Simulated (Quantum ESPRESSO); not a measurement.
CdO (Monteponite):

```
Cd O
1.0
     0.00000    2.34950    2.34950
     2.34950    0.00000    2.34950
     2.34950    2.34950    0.00000
Cd O
1 1
Cartesian
  0.0000 0.0000 0.0000
  2.3495 2.3495 2.3495
```

Base run:

| Property | Result |
| --- | --- |
| Program | Quantum ESPRESSO 7.5 |
| Functional | SCAN |
| Potentials or basis | SG15 PBE 1.2 |
| Cutoff | 1197 eV |
| Density cutoff | 4789 eV |
| k mesh | 8 × 8 × 8 |
| Occupations | fermi-dirac, width 0.05 eV |
| Spin | no spin polarisation |

Its results: band gap on the k mesh none (metal or under the smearing width); pressure -0.8 GPa.

**Question.** The run is repeated on the same cell with these changes: functional from SCAN to r2SCAN. What comes out?

**Answer.** Band gap on the k mesh none (metal or under the smearing width); pressure 0.0 GPa.

Caveats: the potentials were made for another functional, which shifts forces and pressure.
